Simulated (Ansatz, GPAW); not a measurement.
## A script for LiF (GLLB-SC)

These are simulated results from GPAW 26.7.0, not measurements. The cell was built from a prototype and was relaxed with r2SCAN in plane waves (Ansatz 0.2.0). Not every such cell is a known phase. All runs are without spin polarisation.

Space group F-43m (No. 216), cubic; a = 4.289 Å in the conventional setting, 9.86 Å³ an atom. Li is surrounded by 4 F at 1.86 Å; F is surrounded by 4 Li at 1.86 Å.

GLLB-SC is a model potential. Its fundamental gap is the Kohn-Sham gap plus a derivative discontinuity, which the script evaluates at the band edges among the listed k points. Its total energy isn't variational and serves nothing here.

Input script:

```python
import json
from ase import Atoms
from gpaw import GPAW, PW, FermiDirac

atoms = Atoms(['Li', 'F'],
              cell=[[0.0, 2.144611, 2.144611], [2.144611, -0.0, 2.144611], [2.144611, 2.144611, -0.0]],
              scaled_positions=[[0.0, 0.0, -0.0], [0.25, 0.25, 0.25]],
              pbc=True)
calc = GPAW(mode=PW(400), xc='GLLBSC', kpts={'size': (6, 6, 6), 'gamma': True},
            occupations=FermiDirac(0.02), maxiter=100, legacy_gpaw=True, txt='gpaw.txt')
atoms.calc = calc
res = {'energy': atoms.get_potential_energy(force_consistent=True)}
res['electrons'] = calc.get_number_of_electrons()
res['k'] = calc.get_ibz_k_points().tolist()
res['levels'] = [calc.get_eigenvalues(kpt=i).tolist() for i in range(len(res['k']))]
points = [[0.0, 0.0, 0.0], [-0.5, -0.5, 0.0], [-0.375, -0.375, 0.25], [-0.375, 0.0, 0.375], [0.0, 0.0, 0.5], [-0.5, -0.25, 0.25]]
bands = calc.fixed_density(kpts=points, symmetry='off', nbands=round(res['electrons']) // 2 + 6, convergence={'bands': -2}, txt='bands.txt')
res['points'] = [bands.get_eigenvalues(kpt=i).tolist() for i in range(len(points))]
homo, lumo = bands.get_homo_lumo()
potential = calc.hamiltonian.xc.response.calculate_discontinuity_potential(homo, lumo)
res['discontinuity'] = bands.hamiltonian.xc.response.calculate_discontinuity(potential)
json.dump(res, open('results.json', 'w'))
print('free energy (eV):', round(res['energy'], 5))
```

Command: `python run.py`. It took 3.3 s on 1 thread of Arm Neoverse V1, on a shared host, peak memory 0.12 GiB.

The log gpaw.txt, trimmed of paths, versions and times, then the last line on the terminal. An iter line gives the energy in eV and the logarithms of the changes of orbitals (plane waves alone) and density (c: converged):

```
___ ___ ___ _ _ _
 |   |   |_  | | | |

 | | | | | . | | | |

 |__ |  _|___|_____|  26.7.0
 |___|_|

Input parameters:
  kpts: {gamma: True,
         size: (6, 6, 6)}
  maxiter: 100
  mode: {ecut: 400.0,
         name: pw}
  occupations: {fixmagmom: False,
                name: fermi-dirac,
                width: 0.02}
  xc: GLLBSC

System changes: positions, numbers, cell, pbc, initial_charges, initial_magmoms

Initialize ...

species:
  Li:
    name:    Lithium
    Z:       3.0
    valence: 1
    core:    2
    charge:  0.0  # [|e|]
    compensation charges:
      type: gauss
      rc: 0.33  # [Å]
      lmax: 2
    cutoffs:
      filter: 1.91  # [Å]
      core: 2.55  # [Å]
    projectors
    | kind |    occ | energy [eV] | rcut [Å] |

    |------|--------|-------------|----------|

    |   2s |  1.000 |      -4.279 |    1.058 |

    |   2p |  0.000 |      -2.495 |    1.058 |

    |    s |        |      22.932 |    1.058 |

    Using partial waves for Li as LCAO basis

  F:
    name:    Fluorine
    Z:       9.0
    valence: 7
    core:    2
    charge:  0.0  # [|e|]
    compensation charges:
      type: gauss
      rc: 0.20  # [Å]
      lmax: 2
    cutoffs:
      filter: 1.14  # [Å]
      core: 0.74  # [Å]
    projectors
    | kind |    occ | energy [eV] | rcut [Å] |

    |------|--------|-------------|----------|

    |   2s |  2.000 |     -36.122 |    0.635 |

    |   2p |  5.000 |     -16.598 |    0.635 |

    |    s |        |      -8.911 |    0.635 |

    |    p |        |      10.613 |    0.635 |

    |    d |        |       0.000 |    0.635 |

    Using partial waves for F as LCAO basis

Reference energy: -2906.343976  # eV

Spin-paired calculation

Convergence criteria:
 Maximum [total energy] change in last 3 cyles: 0.0005 eV / valence electron
 Maximum integral of absolute [dens]ity change: 0.0001 electrons / valence electron
 Maximum integral of absolute [eigenst]ate change: 4e-08 eV^2 / valence electron
 Maximum number of scf [iter]ations: 100
 (Square brackets indicate name in SCF output, whereas a 'c' in
 the SCF output indicates the quantity has converged.)

Symmetries present (total): 24

  ( 1  0  0)  ( 1  0  0)  ( 1  0 -1)  ( 1  0 -1)  ( 1 -1  0)  ( 1 -1  0)
  ( 0  1  0)  ( 0  0  1)  ( 0  1 -1)  ( 0  0 -1)  ( 0 -1  1)  ( 0 -1  0)
  ( 0  0  1)  ( 0  1  0)  ( 0  0 -1)  ( 0  1 -1)  ( 0 -1  0)  ( 0 -1  1)

  ( 0  1  0)  ( 0  1  0)  ( 0  1 -1)  ( 0  1 -1)  ( 0  0  1)  ( 0  0  1)
  ( 1  0  0)  ( 0  0  1)  ( 1  0 -1)  ( 0  0 -1)  ( 1  0  0)  ( 0  1  0)
  ( 0  0  1)  ( 1  0  0)  ( 0  0 -1)  ( 1  0 -1)  ( 0  1  0)  ( 1  0  0)

  ( 0  0 -1)  ( 0  0 -1)  ( 0 -1  1)  ( 0 -1  1)  ( 0 -1  0)  ( 0 -1  0)
  ( 1  0 -1)  ( 0  1 -1)  ( 1 -1  0)  ( 0 -1  0)  ( 1 -1  0)  ( 0 -1  1)
  ( 0  1 -1)  ( 1  0 -1)  ( 0 -1  0)  ( 1 -1  0)  ( 0 -1  1)  ( 1 -1  0)

  (-1  1  0)  (-1  1  0)  (-1  0  1)  (-1  0  1)  (-1  0  0)  (-1  0  0)
  (-1  0  1)  (-1  0  0)  (-1  1  0)  (-1  0  0)  (-1  1  0)  (-1  0  1)
  (-1  0  0)  (-1  0  1)  (-1  0  0)  (-1  1  0)  (-1  0  1)  (-1  1  0)

216 k-points: 6 x 6 x 6 Monkhorst-Pack grid + [1/12,1/12,1/12]
16 k-points in the irreducible part of the Brillouin zone
       k-points in crystal coordinates                weights
   0:     0.00000000    0.00000000    0.00000000          1/216
   1:     0.16666667    0.16666667    0.00000000          6/216
   2:     0.16666667    0.16666667    0.16666667          8/216
   3:     0.33333333    0.16666667    0.16666667         12/216
   4:     0.33333333    0.33333333   -0.33333333         12/216
   5:     0.33333333    0.33333333    0.00000000          6/216
   6:     0.33333333    0.33333333    0.16666667         24/216
   7:     0.33333333    0.33333333    0.33333333          8/216
   8:     0.50000000    0.33333333   -0.33333333         24/216
   9:     0.50000000    0.33333333   -0.16666667         12/216
          ...
  15:     0.50000000    0.50000000    0.50000000          4/216

Wave functions: Plane wave expansion
  Cutoff energy: 400.000 eV
  Number of coefficients (min, max): 339, 368
  Pulay-stress correction: 0.000000 eV/Ang^3 (de/decut=0.000000)
  Using FFTW library
  ScaLapack parameters: grid=1x1, blocksize=None
  Wavefunction extrapolation:
    Improved wavefunction reuse through dual PAW basis

Occupation numbers: Fermi-Dirac:
  width: 0.0200  # eV

Eigensolver
   Davidson(niter=2)

Densities:
  Coarse grid: 14*14*14 grid
  Fine grid: 28*28*28 grid
  Total Charge: 0.000000

Density mixing:
  Method: separate
  Backend: msr1
  Linear mixing parameter: 0.05
  old densities: 10
  Width of damping distribution: 1.1
  Damping of long wavelength oscillations: 20

Hamiltonian:
  XC and Coulomb potentials evaluated on a 28*28*28 grid
  Using the GLLBSC Exchange-Correlation functional
  External potential:
    NoExternalPotential

XC parameters: GLLBSC functional being used consists of
  -----------------------------------------------------------------------
  | Weight | Module     | Description                                   |

  -----------------------------------------------------------------------
  |  1.000 | SCREENING  | GGA_X_PBE_SOL with 2 nearest neighbor stencil |

  |  1.000 | RESPONSE   | eps=0.0500 eV                                 |

  |  1.000 | XC         | GGA_C_PBE_SOL with 2 nearest neighbor stencil |

  -----------------------------------------------------------------------

Memory estimate:
  Process memory now: 109.84 MiB
  Calculator: 3.57 MiB
    Density: 1.43 MiB
      Arrays: 0.54 MiB
      Localized functions: 0.47 MiB
      Mixer: 0.42 MiB
    Hamiltonian: 0.37 MiB
      Arrays: 0.36 MiB
      XC: 0.00 MiB
      Poisson: 0.00 MiB
      vbar: 0.01 MiB
    Wavefunctions: 1.77 MiB
      Arrays psit_nG: 0.72 MiB
      Eigensolver: 0.08 MiB
      Projections: 0.04 MiB
      Projectors: 0.74 MiB
      PW-descriptor: 0.19 MiB

Total number of cores used: 1

Number of atoms: 2
Number of atomic orbitals: 8
Number of bands in calculation: 8
Number of valence electrons: 8
Bands to converge: occupied

... initialized

Initializing position-dependent things.

Density initialized from atomic densities
Creating initial wave functions:
  8 bands from LCAO basis set
Positions:
   0 Li     0.000000    0.000000    0.000000    ( 0.0000,  0.0000,  0.0000)
   1 F      1.072305    1.072305    1.072305    ( 0.0000,  0.0000,  0.0000)

Unit cell:
           periodic     x           y           z      points  spacing
  1. axis:    yes    0.000000    2.144611    2.144611    14     0.1769
  2. axis:    yes    2.144611   -0.000000    2.144611    14     0.1769
  3. axis:    yes    2.144611    2.144611   -0.000000    14     0.1769

  Lengths:   3.032938   3.032938   3.032938
  Angles:   60.000000  60.000000  60.000000

Effective grid spacing dv^(1/3) = 0.1930

iter:   1    -8.770961
iter:   2    -9.721951   -1.84  -0.96
iter:   3    -8.253252   -0.99  -0.99
iter:   4    -8.336668   -2.94  -1.37
iter:   5    -8.346236   -2.07  -1.53
iter:   6    -8.261474   -3.01  -1.98
iter:   7    -8.227335   -3.44  -2.51
iter:   8    -8.240916   -4.50  -2.69
iter:   9    -8.244592   -5.11  -3.41
iter:  10    -8.242895c  -6.94  -3.83
iter:  11    -8.242846c  -8.41c -4.66c

Converged after 11 iterations.

Energy contributions relative to reference atoms: (reference = -2906.343976)

Kinetic:        +10.233563
Potential:       -7.784741
External:        +0.000000
XC:             -10.871253
Entropy (-ST):   -0.000000
Local:           +0.179585
SIC:             +0.000000
--------------------------
Free energy:     -8.242846
Extrapolated:    -8.242846

GLLBSC response reference energy: -6.57523 eV (from HOMO)

Showing only first 2 kpts
 Kpt  Band  Eigenvalues  Occupancy
  0     2     -6.57494    2.00000
  0     3     -6.57494    2.00000
  0     4      3.05342    0.00000
  0     5     16.21388    0.00000

  1     2     -6.74756    2.00000
  1     3     -6.74717    2.00000
  1     4      3.95602    0.00000
  1     5     15.83633    0.00000

Fermi level: -4.18132

Gap: 9.628 eV
Transition (v -> c):
  (s=0, k=0, n=3, [0.00, 0.00, 0.00]) -> (s=0, k=0, n=4, [0.00, 0.00, 0.00])
No difference between direct/indirect transitions

free energy (eV): -8.24285
```

The gap in the log is over the mesh alone; results.json adds the listed points. GLLB-SC gives a gap of 13.72 eV (9.628 eV Kohn-Sham over the listed points plus 4.088 eV discontinuity). On the same cell, plane-wave PBE (Ansatz, 10×10×10 k points and the special points) gives a gap of 7.93 eV and r2SCAN a gap of 8.66 eV; on shared hosts these took about 1.6 and 2.9 core-seconds on the 2-atom cell, against 3.3 for the script. Semilocal gaps usually lie below measured ones.
